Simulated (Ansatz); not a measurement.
Results of PBE-D3(BJ) (Ansatz, a first-principles code, PAW) for wurtzite InN.

Settings: plane-wave cutoff 520 eV, 12×12×6 k mesh (along the axes of the cell as run), Fermi–Dirac smearing 0.01 eV, scalar-relativistic PAW data made under PBE.

Properties against volume:

Shape and atoms are relaxed at each volume.

```tsv
V (Å³/atom)	P (GPa)	c (Å)	a (Å)
15.097	5.78	5.665	3.509
15.412	2.73	5.706	3.532
15.726	0.00	5.747	3.555
16.041	-2.43	5.787	3.578
16.355	-4.60	5.827	3.601
```

Note: the gap of the solid is closed in this run; this level leaves the solid without a gap, although one is measured; the bulk modulus comes from volumes at which shape and atoms were relaxed.
